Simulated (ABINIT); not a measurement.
Set up this calculation in ABINIT 10.8.3 (patched build), as the native input.

- Task: band structure
- Functional: PBE
- Potentials or basis: JTH PAW PBE v2.0
- Cutoff: 707 eV
- k mesh: 10 × 10 × 10
- Occupations: fermi-dirac, width 0.05 eV
- Spin: spin-orbit coupling, no magnetisation
- Fine-grid cutoff: 1306.15 eV

Crystal: HfN.

```
CELL_PARAMETERS angstrom
0.00000 2.25600 2.25600
2.25600 0.00000 2.25600
2.25600 2.25600 0.00000
ATOMIC_POSITIONS crystal
Hf 0.00000 0.00000 0.00000
N 0.50000 0.50000 0.50000
```

The input as run:

run.abi

```
# Datasets: ground state, then fixed potential
ndtset 2

# Pseudopotentials
pp_dirpath "./"
pseudos "Hf.GGA_PBE-JTH.xml, N.GGA_PBE-JTH.xml"

# Structure
acell 3*1.0 Angstrom
rprim
     0.0000000000     2.2560000000     2.2560000000
     2.2560000000     0.0000000000     2.2560000000
     2.2560000000     2.2560000000     0.0000000000
ntypat 2
znucl 72 7
natom 2
typat 1 2
xcart
     0.0000000000     0.0000000000     0.0000000000
     2.2560000000     2.2560000000     2.2560000000 Angstrom

# Plane-wave basis
ecut 26.0
pawecutdg 48.0
pawxcdev 0

# Exchange and correlation
ixc 11

# Bands and occupations
occopt 3
tsmear 0.05 eV

# Spin
nspinor 2
nspden 1
pawspnorb 1

# SCF cycle
nstep 100

# Output
iomode 3
prtwf 0
prteig 0
prtebands 0
enunit 1
prtden1 1
prtvha1 1
prtvclmb1 1
prtpot1 1

# Dataset 1
kptopt1 4
ngkpt1 10 10 10
nshiftk1 1
shiftk1 0.0 0.0 0.0
nband1 26
tolvrs1 1.0e-9

# Dataset 2: bands along G-X-W-K-G-L-U-W-L-K
iscf2 -2
getden2 1
nband2 38
nbdbuf2 8
tolwfr2 1.0e-11
kptopt2 -9
ndivsm2 8
prteig2 1
kptbounds2
     0.0000000000     0.0000000000     0.0000000000
     0.5000000000     0.0000000000     0.5000000000
     0.5000000000     0.2500000000     0.7500000000
     0.3750000000     0.3750000000     0.7500000000
     0.0000000000     0.0000000000     0.0000000000
     0.5000000000     0.5000000000     0.5000000000
     0.6250000000     0.2500000000     0.6250000000
     0.5000000000     0.2500000000     0.7500000000
     0.5000000000     0.5000000000     0.5000000000
     0.3750000000     0.3750000000     0.7500000000
```

Potentials or basis: JTH PAW PBE v2.0.

The run is started by

```console
$ abinit run.abi > log 2>&1
```

Results of the run:

```yaml
Pressure: 5.0 GPa
Band_gap_on_the_k_mesh: none (metal or under the smearing width)
Valence_electrons_inside_the_program's_atomic_spheres: Hf 9.69; N 2.58
```

It took 12 min on 1 thread of AMD EPYC 7R43 64-Core Processor (Zen 3), with other jobs on the host, peak memory 0.25 GiB.
